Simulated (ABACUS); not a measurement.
**Lu: equation of state with PBEsol**

Crystal: Lu.

```
CELL_PARAMETERS angstrom
3.50310 0.00000 0.00000
-1.75155 3.03377 0.00000
0.00000 0.00000 5.55090
ATOMIC_POSITIONS crystal
Lu 0.66667 0.33333 0.75000
Lu 0.33333 0.66667 0.25000
```

```json
{"Program": "ABACUS 3.10.1", "Task": "equation of state", "Functional": "PBEsol", "Potentials or basis": "PseudoDojo NC SR 0.4.1 PBE standard", "Cutoff": "1361 eV", "Density cutoff": "5442 eV", "Basis": "plane waves", "k mesh": "6 × 6 × 4", "Occupations": "fermi-dirac, width 0.05 eV", "Spin": "no spin polarisation", "Radial cutoff of the potentials (pseudo_rcut)": "7 bohr", "SCF threshold on the density": "1e-08", "Max SCF steps": "100", "Eigensolver": "dav", "Mixing": "broyden", "Mixing share": "0.7", "Symmetry key": "1", "Bands": "30"}
```

```json
{"Equilibrium volume": "27.32 Å³/atom (rough: see the caveat)", "Bulk modulus at fixed shape and positions": "52 GPa (rough)"}
```

Energy against volume, from the lowest point:
```
volume (Å³/atom)  energy (meV/atom)
          27.727               0.00
          28.906              12.74
          30.086              38.27
          31.266              74.37
```

All runs of the series together: 120 s on 4 threads of Intel(R) Xeon(R) Platinum 8259CL CPU @ 2.50GHz (Skylake/Cascade Lake) (shared host).

Caveat: the minimum lies outside the volumes run; the cell was scaled at fixed shape and fractional positions, which overstates the stiffness of a crystal with free parameters, most of all of layers and chains; the potentials were made for another functional, which shifts forces and pressure. The run has no spin-orbit coupling, so splittings on Lu are missing.
